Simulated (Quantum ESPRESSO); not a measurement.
A run of Quantum ESPRESSO 7.5 is set up as follows.

Contents of pw.in:

```
&CONTROL
  calculation = 'scf'
  prefix = 'pwscf'
  outdir = './tmp'
  pseudo_dir = './pseudo'
  tprnfor = .true.
  tstress = .true.
  disk_io = 'low'
/
&SYSTEM
  ibrav = 0
  nat = 1
  ntyp = 1
  ecutwfc = 56
  ecutrho = 448
  nbnd = 13
  occupations = 'smearing'
  smearing = 'fd'
  degauss = 0.00367493
/
&ELECTRONS
  conv_thr = 2d-10
  electron_maxstep = 120
  mixing_beta = 0.5
/
ATOMIC_SPECIES
W    183.8400 w_pbesol_v1.2.uspp.F.UPF
CELL_PARAMETERS angstrom
  -1.5823450000    1.5823450000    1.5823450000
   1.5823450000   -1.5823450000    1.5823450000
   1.5823450000    1.5823450000   -1.5823450000
ATOMIC_POSITIONS crystal
W      0.0000000000    0.0000000000    0.0000000000
K_POINTS automatic
12 12 12 0 0 0
```

File pp_density.in:

```
&INPUTPP
  prefix = 'pwscf'
  outdir = './tmp'
  filplot = 'density.dat'
  plot_num = 0
/
&PLOT
  nfile = 1
  filepp(1) = 'density.dat'
  iflag = 3
  output_format = 6
  fileout = 'density.cube'
/
```

File pp_potential.in:

```
&INPUTPP
  prefix = 'pwscf'
  outdir = './tmp'
  filplot = 'potential.dat'
  plot_num = 11
/
&PLOT
  nfile = 1
  filepp(1) = 'potential.dat'
  iflag = 3
  output_format = 6
  fileout = 'potential.cube'
/
```

Potentials or basis: GBRV 1.5 PBEsol.

The run is started by

```console
$ OMP_NUM_THREADS=1 mpirun -n 2 pw.x -nk 2 -in pw.in > pw.out
$ OMP_NUM_THREADS=1 mpirun -n 1 pp.x -in pp_density.in > pp_density.out
$ OMP_NUM_THREADS=1 mpirun -n 1 pp.x -in pp_potential.in > pp_potential.out
```

(1) What does it give for the band gap on the k mesh?

(2) Predict the pressure.

Results:

(1) none (metal or under the smearing width).

(2) -2.7 GPa.
